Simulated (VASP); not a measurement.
# Ga (I4/mmm) in VASP: further runs

Runs on Ga. Level: PBE. Tasks: single point.

All numbers are computed with VASP 6.6.1; they aren't measurements. Logs are shortened: lines on timing, memory, paths and dates and some standing lists are left out, and cuts for length are marked.

## (1) Starting point

The structure is tetragonal, space group I4/mmm (No. 139). Conventional cell: a = 2.769 Å, b = 2.769 Å, c = 4.622 Å, α = 90.00°, β = 90.00°, γ = 90.00°. Around Ga (site symmetry 4/mmm) lie 12 Ga at 2.77 to 3.03 Å.

This isn't the form of Ga at room conditions, which is orthorhombic.

## (2) Single point, PBE

Contents of INCAR:

```
ADDGRID = False
ALGO = Normal
EDIFF = 1E-7
ENCUT = 700
GGA = PE
ISIF = 2
ISMEAR = 1
LASPH = True
LCHARG = False
LREAL = False
LWAVE = False
NELM = 100
PREC = Accurate
SIGMA = 0.15
```

Contents of KPOINTS:

```
k-points
0
Gamma
  10 10 10
```

Contents of POSCAR:

```
Ga
1.0
   -1.3843987196      1.3843987196      2.3112238365
    1.3843987196     -1.3843987196      2.3112238365
    1.3843987196      1.3843987196     -2.3112238365
Ga
1
Direct
    0.0000000000      0.0000000000      0.0000000000
```

Potentials or basis: VASP PAW PBE potentials, release 64 (Ga_d).

Run with:

```sh
$ cat potpaw_PBE.64/Ga_d/POTCAR > POTCAR
$ mpirun -np 1 vasp_std > vasp.out
```

OUTCAR:

```text
EDIFF = 1E-7
   ENCUT = 700
   GGA = PE
   ISIF = 2
   ISMEAR = 1
   LASPH = True
   LREAL = False
   NELM = 100
   PREC = Accurate

 Found    102 irreducible k-points:

 Following reciprocal coordinates:
            Coordinates               Weight
  0.000000  0.000000  0.000000      1.000000
  0.100000 -0.000000  0.000000      8.000000
  0.200000 -0.000000  0.000000      8.000000
  0.300000  0.000000  0.000000      8.000000
  0.400000 -0.000000  0.000000      8.000000
  0.500000  0.000000  0.000000      4.000000
   k-points           NKPTS =    102   k-points in BZ     NKDIM =    102   number of bands    NBANDS=     10
   number of dos      NEDOS =    301   number of ions     NIONS =      1
   total plane-waves  NPLWV =  21952
   dimension x,y,z NGX =    28 NGY =   28 NGZ =   28
   dimension x,y,z NGXF=    56 NGYF=   56 NGZF=   56
   ions per type =               1
   NGX,Y,Z   is equivalent  to a cutoff of  15.37, 15.37, 15.37 a.u.
   NGXF,Y,Z  is equivalent  to a cutoff of  30.74, 30.74, 30.74 a.u.
 SYSTEM =  unknown system
   PREC   = accura    normal or accurate (medium, high low for compatibility)
   ISTART =      0    job   : 0-new  1-cont  2-samecut
   ICHARG =      2    charge: 1-file 2-atom 10-const
   ISPIN  =      1    spin polarized calculation?
   LNONCOLLINEAR =      F non collinear calculations
   LSORBIT =      F    spin-orbit coupling
   LASPH  =      T    aspherical Exc in radial PAW
   ENCUT  =  700.0 eV  51.45 Ry    7.17 a.u.   6.53  6.53  6.53*2*pi/ulx,y,z
   NELM   =    100;   NELMIN=  2; NELMDL= -5     # of ELM steps
   EDIFF  = 0.1E-06   stopping-criterion for ELM
   LREAL  =      F    real-space projection
   EDIFFG = 0.1E-05   stopping-criterion for IOM
   NSW    =      0    number of steps for IOM
   IBRION =     -1    ionic relax: 0-MD 1-quasi-New 2-CG
   NFREE  =      0    steps in history (QN), initial steepest desc. (CG)
   ISIF   =      2    stress and relaxation
   ISYM   =      2    0-nonsym 1-usesym 2-fastsym
   POTIM  = 0.5000    time-step for ionic-motion
   TEBEG  =    0.0;   TEEND  =   0.0 temperature during run
   PSTRESS=    0.0 pullay stress
   NELECT =      13.0000    total number of electrons
   NUPDOWN=      -1.0000    fix difference up-down
   EMIN   =  10.00;   EMAX   =-10.00  energy-range for DOS
   EFERMI =   0.00;   METHOD = LEGACY
   ISMEAR =     1;   SIGMA  =   0.15  broadening in eV -4-tet -1-fermi 0-gaus
   EFERMI_NEDOS =   21; number of points for ismear=-14 and -15
   IALGO  =     38    algorithm
   IMIX   =      4    mixing-type and parameters
     AMIX     =   0.40;   BMIX     =  1.00
     AMIX_MAG =   1.60;   BMIX_MAG =  1.00
  volume/ion in A,a.u.               =      17.72       119.57
  Fermi-wavevector in a.u.,A,eV,Ry     =   1.476549  2.790273 29.663375  2.180197
  Thomas-Fermi vector in A             =   2.591062
   LORBIT       =      0    0 simple, 1 ext, 2 COOP (PROOUT), +10 PAW based schemes
   GGA     = PE    functional components
   LHFCALC =     F    Hartree Fock is set to
   AEXX    =    0.0000 exact exchange contribution
   IVDW    =     0    specifies the selected vdW correction
   LEPSILON=     F    determine dielectric tensor
   LRPA    =     F    only Hartree local field effects (RPA)
 non-spin polarized calculation
 Methfessel and Paxton  Order N= 1 SIGMA  =   0.15
  energy-cutoff  :      700.00
  volume of cell :       17.72
 maximum number of plane-waves:       761
 NGX is ok and might be reduce to    28
   NGX = 13   NGY = 13   NGZ = 13

 number of electron      13.0000003 magnetization

 Free energy of the ion-electron system (eV)
  ---------------------------------------------------
  ext. energy  EPLUGINS =         0.00000000
  ---------------------------------------------------
  free energy    TOTEN  =        -2.86459027 eV

  energy without entropy =       -2.86438023  energy(sigma->0) =       -2.86452026

 E-fermi :   6.1083     XC(G=0): -11.3333

 val. band max:        6.1068048972   @ k =   0.5000   0.5000   0.2000
 cond. band min:       6.2317008206   @ k =   0.4000   0.3000   0.1000
 fundamental gap:      0.1248959234
 Fermi energy:         6.1083357104

 k-point     1 :       0.0000    0.0000    0.0000
  band No.  band energies     occupation
      1      -8.9515      2.00000
      2      -8.7946      2.00000
      3      -8.7584      2.00000
      4      -8.7584      2.00000
      5      -8.5939      2.00000
      6      -5.3847      2.00000
      7      18.8477      0.00000
      8      19.1557      0.00000
      9      19.1557      0.00000
     10      22.5229      0.00000

 k-point     2 :       0.1000   -0.0000    0.0000
  band No.  band energies     occupation
      1      -8.9347      2.00000
      2      -8.7910      2.00000
      3      -8.7619      2.00000
      4      -8.7478      2.00000
      5      -8.6031      2.00000
      6      -5.1124      2.00000
      7      16.3170      0.00000
      8      17.9991      0.00000
      9      18.9388      0.00000
     10      21.2314      0.00000

 k-point     3 :       0.2000   -0.0000    0.0000
  band No.  band energies     occupation
      1      -8.9090      2.00000
      2      -8.8149      2.00000
      3      -8.7251      2.00000
      4      -8.7250      2.00000
      5      -8.6217      2.00000
      6      -4.2857      2.00000
      7      12.1130      0.00000
      8      16.4673      0.00000
      9      18.6110      0.00000
     10      19.9713      0.00000

 k-point     4 :       0.3000    0.0000    0.0000
  band No.  band energies     occupation
      1      -8.9025      2.00000
      2      -8.8618      2.00000
      3      -8.7194      2.00000
      4      -8.6440      2.00000
      5      -8.6221      2.00000
      6      -2.8937      2.00000
      7       8.1525     -0.00000
      8      15.1779      0.00000
      9      18.4917      0.00000
     10      18.9041      0.00000

 k-point     5 :       0.4000   -0.0000    0.0000
  band No.  band energies     occupation
      1      -8.9135      2.00000
      2      -8.8962      2.00000
      3      -8.7351      2.00000
      4      -8.6018      2.00000
      5      -8.5691      2.00000
      6      -0.9448      2.00000
      7       4.6367      2.00000
      8      14.3512      0.00000
      9      18.2507      0.00000
     10      18.5936      0.00000

 k-point     6 :       0.5000    0.0000    0.0000
  band No.  band energies     occupation
      1      -8.9268      2.00000
      2      -8.9019      2.00000
      3      -8.7437      2.00000
      4      -8.5915      2.00000
      5      -8.5393      2.00000
      6       1.2425      2.00000
      7       1.9244      2.00000
      8      14.0676      0.00000
      9      18.0333      0.00000
     10      18.6930      0.00000

 [... further k-points ...]

------------------------ aborting loop because EDIFF is reached ----------------------------------------

  FORCE on cell =-STRESS in cart. coord.  units (eV):
  Direction    XX          YY          ZZ          XY          YZ          ZX
  --------------------------------------------------------------------------------------
  -------------------------------------------------------------------------------------
  Total        0.5992467      0.5992467      0.1267227      0.0000000      0.0000000      0.0000000
  in kB       54.1865910     54.1865910     11.4588363      0.0000000      0.0000000      0.0000000
  external PRESSURE =      39.9440061 kB  Pullay stress =       0.0000000 kB

 VOLUME and BASIS-vectors are now :
 -----------------------------------------------------------------------------
  energy-cutoff  :      700.00
  volume of cell :       17.72
      direct lattice vectors                 reciprocal lattice vectors
    -1.384398720  1.384398720  2.311223836     0.000000000  0.361167627  0.216335602
     1.384398720 -1.384398720  2.311223836     0.361167627  0.000000000  0.216335602
     1.384398720  1.384398720 -2.311223836     0.361167627  0.361167627  0.000000000

 POSITION                                       TOTAL-FORCE (eV/Angst)
 -----------------------------------------------------------------------------------
      0.00000      0.00000      0.00000         0.000000      0.000000      0.000000
 -----------------------------------------------------------------------------------
    total drift:                               -0.000000     -0.000000      0.000000

  FREE ENERGIE OF THE ION-ELECTRON SYSTEM (eV)
  ---------------------------------------------------
  free  energy   TOTEN  =        -2.8645902748 eV

  energy  without entropy=       -2.8643802286  energy(sigma->0) =       -2.86452026
```

Run time: 11 s. Hardware: 1 thread of Intel Xeon 6975P-C (Granite Rapids), shared host; peak memory 0.17 GiB.

These settings aren't checked as converged: the numbers below hold their error.

Results:

| Quantity | Value |
| --- | --- |
| Free energy | -2.8646 eV |
| Pressure | 4.0 GPa |
| Band gap on the k mesh | none (metal or under the smearing width) |

## (3) Single point, PBE

Changes to INCAR since step 2:

```diff
@@ -3,3 +3,3 @@
 EDIFF = 1E-7
-ENCUT = 700
+ENCUT = 400
 GGA = PE
```

Contents of KPOINTS:

```
k-points
0
Gamma
  14 14 14
```

POSCAR is that of step 2.

Potentials or basis: VASP PAW PBE potentials, release 64 (Ga_d).

Run with:

```sh
$ cat potpaw_PBE.64/Ga_d/POTCAR > POTCAR
$ mpirun -np 1 vasp_std > vasp.out
```

Run time: 9.7 s. Hardware: 1 thread of Intel Xeon 6975P-C (Granite Rapids), shared host; peak memory 0.14 GiB.

The run converged, but some of its settings lie outside the range that counts as converged, so its numbers aren't taken as properties of the crystal.

Results:

| Item | Value |
| --- | --- |
| Free energy | -2.8698 eV |
| Pressure | 3.4 GPa |
| Band gap on the k mesh | none (metal or under the smearing width) |

(Continued in part 2 of 2.)
